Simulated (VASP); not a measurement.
Input of a VASP 6.6.1 run:

File INCAR:

```
PREC = Accurate
ENCUT = 600
EDIFF = 1E-7
ISMEAR = 0
SIGMA = 0.1
LREAL = False
LASPH = True
NELM = 80
ALGO = Normal
ISIF = 3
LWAVE = False
LCHARG = False
GGA = PS
IBRION = 2
NSW = 90
EDIFFG = -0.005
```

KPOINTS

```
Automatic mesh
0
Gamma
  6 6 4
```

Contents of POSCAR:

```
Re
1.0
    2.7610000000      0.0000000000      0.0000000000
   -1.3805000000      2.3910961400      0.0000000000
    0.0000000000      0.0000000000      4.4560000000
Re
2
Direct
    0.3333333300      0.6666666700      0.2500000000
    0.6666666700      0.3333333300      0.7500000000
```

Potentials or basis: VASP PAW PBE potentials, release 64 (Re).

Command:

```console
$ cat potpaw_PBE.64/Re/POTCAR > POTCAR
$ mpirun -np 1 vasp_std > vasp.out
```

Task: What does it give for the relaxed volume?

Result: 14.58 Å³/atom.

Task: Estimate the band gap on the k mesh.

Result: None (metal or under the smearing width).

Task: What does it give for the relaxed cell?

Result: a = 2.750 Å, b = 2.750 Å, c = 4.451 Å, α = 90.00°, β = 90.00°, γ = 120.00°.

Step by step:
| step | energy change (eV) | largest force (eV/Å) | pressure (GPa) | volume (Å³) |
| --- | --- | --- | --- | --- |
| 1 | 0.0000 | 0.0000 | -3.59 | 29.42 |
| 2 | 0.0550 | 0.0000 | 17.23 | 28.04 |
| 3 | -0.0032 | 0.0000 | 0.04 | 29.15 |
| 4 | -0.0032 | 0.0000 | 0.09 | 29.15 |
| 5 | -0.0032 | 0.0000 | -0.09 | 29.16 |
| 6 | -0.0033 | 0.0000 | 0.01 | 29.15 |

Caveat: the k mesh is coarse (spacing up to 0.44 Å⁻¹), so the values aren't converged; the PAW data sets were made with another functional, which shifts forces and pressure a little. The run has no spin-orbit coupling, so splittings on Re are missing.
